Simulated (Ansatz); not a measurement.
# Is this Be7Te stable against decomposition?

All numbers below come from DFT PBE, scalar-relativistic, plane waves, PAW in Ansatz 0.2.0. All cells share a 420 eV cutoff and Γ-centred k meshes spaced about 0.3 Å⁻¹ or finer (0.25 for metals, 2π included). No spin polarisation.

Energies over the elements count from the elements' standard structures at the same level, with no fitted energy shifts.

All energies are static (0 K, no zero-point motion). These runs have no spin–orbit coupling, which can matter for Te. The reference form of Te is held partly by dispersion forces, which this level lacks.

The competitors are the elements and 1 reference phase of this chemical system (from databases or known types: BeTe), relaxed at the same level; other known phases may be missing.

The candidate was reached from: a cell proposed by chemical analogy.

Space group P-3 (No. 147). a = 3.883 Å, b = 3.883 Å, c = 14.252 Å, α = 90.00°, β = 90.00°, γ = 120.00°
```csv
atom,site,symmetry,x,y,z
Be,6g,1,0.0045,0.3390,0.1901
Be,2d,3..,0.3333,0.6667,0.3230
Be,6g,1,0.3337,0.0005,0.9371
Te,2c,3..,0.0000,0.0000,0.6099
```

The lowest competing mixture at this composition:

```tsv
phase	space group	source	share of atoms	ΔE_f (eV/atom)
Be	-	element	0.7500	0.000
BeTe	F-43m (No. 216)	COD	0.2500	-0.361
```

Question: What are the hull's energy here, the candidate's formation energy and its margin?

Answer: The hull lies at -0.090 eV/atom, the weighted sum of the last column. The candidate has 0.063 eV/atom, which is 153 meV/atom above it. The candidate matches no cell in the subsets of the Crystallography Open Database and the Materials Project at hand. It is metastable at best. Phonons aren't part of this comparison.
